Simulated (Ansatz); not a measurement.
The elements of this relaxed trial crystal are hidden behind letters.

```
lattice vectors (Å)
   4.1066    0.0000    0.0000
   0.0000    4.1066    0.0000
   0.0000    0.0000    4.1066
fractional positions
X 0.5000 0.0000 0.0000
X 0.0000 0.5000 0.0000
X 0.0000 0.0000 0.5000
Z 0.0000 0.5000 0.5000
Z 0.5000 0.0000 0.5000
Z 0.5000 0.5000 0.0000
```

Method: DFT PBE, scalar-relativistic, plane waves, PAW (Ansatz 0.2.0). Settings of the last relaxation (6-atom cell): 420 eV, 10×10×10 k points, Gaussian smearing of 0.10 eV, no spin polarisation.

| Quantity | Value |
| --- | --- |
| Space group | Pm-3m (No. 221) |
| Conventional cell | a = 4.107 Å |
| Volume per atom | 11.54 Å³ |
| Density | 5.85 g/cm³ |
| Formation energy | −0.63 eV/atom |
| Gap on the 10×10×10 mesh of the 6-atom cell | 0 eV (a metal) |

Energies are uncorrected and count from the elements' standard states at the same level.

**Question.** X is a d-block element of period 4 and Z is a p-block element of period 2. Which elements are they?

**Answer.** X = Zn, Z = O, so the formula is ZnO. Density times volume gives a mean mass of 5.85 × 11.54/1.6605 = 40.7 u per atom, and this set has 40.7 u. Among the elements that the hints allow, noble gases aside, only these give it. Around Zn lie 4 O at 2.05 Å; O has 4 Zn at 2.05 Å.

A structure relaxed within its symmetry needn't be a true minimum. Another cell of ZnO relaxed alike, in P6_3mc (a measured cell (COD)), lies 0.80 eV/atom lower, so this cell isn't the stable form at this level.
